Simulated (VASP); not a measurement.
Wanted: the native input for a VASP 6.6.1 run.

| Item | Value |
| --- | --- |
| Task | optical spectrum |
| Functional | PBE |
| Potentials or basis | VASP PAW PBE potentials, release 64 (Nb_sv, As) |
| Cutoff | 520 eV |
| k mesh | 11 × 11 × 11 |
| Occupations | gaussian, width 0.02 eV |
| Spin | no spin polarisation |
| Further INCAR settings | ALGO = Normal; EDIFF = 1e-07; NBANDS = 42 |

The structure of NbAs lies in POSCAR:

```
NbAs
1.0
   -1.7258500000      1.7258500000      5.8400000000
    1.7258500000     -1.7258500000      5.8400000000
    1.7258500000      1.7258500000     -5.8400000000
Nb As
2 2
Direct
    0.5000000000      0.0000000000      0.5000000000
    0.7500000000      0.7500000000      0.0000000000
    0.9160000000      0.4160000000      0.5000000000
    0.1660000000      0.1660000000      0.0000000000
```

The input as run:

INCAR

```
SYSTEM = NbAs
PREC = Accurate
ENCUT = 520
EDIFF = 1E-7
ISMEAR = 0
SIGMA = 0.02
LREAL = .FALSE.
LASPH = .TRUE.
NELM = 80
ALGO = Normal
ISIF = 2
LWAVE = .FALSE.
LCHARG = .FALSE.
GGA = PE
LOPTICS = .TRUE.
NBANDS = 42
NEDOS = 1000
CSHIFT = 0.05
```

KPOINTS

```
regular mesh
0
G
  11 11 11
  0 0 0
```

Potentials or basis: VASP PAW PBE potentials, release 64 (Nb_sv, As).

The run is started by

```sh
$ cat potpaw_PBE.64/Nb_sv/POTCAR potpaw_PBE.64/As/POTCAR > POTCAR
$ mpirun -np 1 vasp_std > vasp.out
```

Results of the run:

```
Pressure               : 3.3 GPa
Largest force          : 0.303 eV/Å
Band gap on the k mesh : 0.02 eV, indirect (least direct gap 0.07 eV)
```

Caveat: spectra need much finer meshes, so this one isn't converged; independent-particle spectra lack excitons; an odd mesh through Γ misses points on the zone boundary, where band edges often lie.

Wall time 30 min on 1 thread of AMD EPYC 7571, with other jobs on the host, peak memory 0.82 GiB.
